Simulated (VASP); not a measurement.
A run of VASP 6.6.1:

The input INCAR:

```
PREC = Accurate ; ENCUT = 900
EDIFF = 1E-8 ; ISMEAR = 0
SIGMA = 0.05 ; LREAL = F
LASPH = T ; NELM = 100
ALGO = Normal ; ISIF = 2
LWAVE = F ; LCHARG = F
GGA = PE ; NBANDS = 13
ADDGRID = F
```

File KPOINTS:

```
Automatic mesh
0
Gamma
  13 13 12
```

POSCAR

```
Ge
1.0
    1.4161900000     -2.6475770000      0.0134350000
    1.3961930000      2.6368340000      0.0183540000
    0.0306960000      0.0025520000      2.6389690000
Ge
1
Direct
    0.4852650000      0.4800630000      0.0156560000
```

Potentials or basis: VASP PAW PBE potentials, release 64 (Ge_d).

Run with:

```console
$ cat potpaw_PBE.64/Ge_d/POTCAR > POTCAR
$ mpirun -np 1 vasp_std > vasp.out
```

Hardware: 1 thread of Intel(R) Xeon(R) 6975P-C (Granite Rapids), with other jobs on the host.

Task: Estimate the wall time of this run.

Result: Wall time 3.3 min on 1 thread of Intel(R) Xeon(R) 6975P-C (Granite Rapids), on a shared host, peak memory 0.61 GiB. Counts: scf iterations 14, k points 1015.
